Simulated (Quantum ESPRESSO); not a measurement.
# MgS under changes of volume

One of the cells (22.740 Å³/atom); the others are scaled copies at fixed shape and fractional positions:

```xyz
2
Lattice="0.0000 2.8331 2.8331 2.8331 0.0000 2.8331 2.8331 2.8331 0.0000" Properties=species:S:1:pos:R:3 pbc="T T T"
S     1.4166    1.4166    1.4166
Mg    0.0000    0.0000    0.0000
```

The cell comes from a database or a generator and needn't be the stable form of this composition.

```yaml
Program: Quantum ESPRESSO 7.5
Functional: LDA
Potentials_or_basis: GBRV 1.5 LDA
Cutoff: 612 eV
Density_cutoff: 4898 eV
k_mesh: 8 × 8 × 8
Occupations: fermi-dirac, width 0.05 eV
Spin: no spin polarisation
```

```csv
volume (Å³/atom),energy over the lowest point (meV/atom),pressure (GPa),gap on the mesh (eV)
21.376,?,?,?
21.831,0.00,0.1,3.38
22.285,1.35,-1.1,3.27
22.740,6.02,-2.2,3.17
23.195,13.68,-3.2,3.08
23.650,24.02,-4.1,2.98
24.105,36.76,-4.9,2.89
```

**Question.** What does the run at 21.376 Å³/atom give?

**Answer.** Energy over the lowest point 2.31 meV/atom; pressure 1.5 GPa; gap on the mesh 3.48 eV.

Worked out: A Birch-Murnaghan fit of order 3 (a polynomial in V^(-2/3)) to the other rows has its minimum at 21.88 Å³/atom with B0 = V·E''(V) = 62 GPa and B' = 4.2. It gives 2.35 meV/atom at 21.376 Å³/atom, against the run's 2.31, and -dE/dV = 1.5 GPa, against 1.5. A straight line through the other rows of the gap, of slope -4.92 eV per unit of ln V (its deformation potential), extrapolates to 3.48 eV, against the run's 3.48.

Energies are extrapolated to zero smearing.

A mesh can miss the band edges.
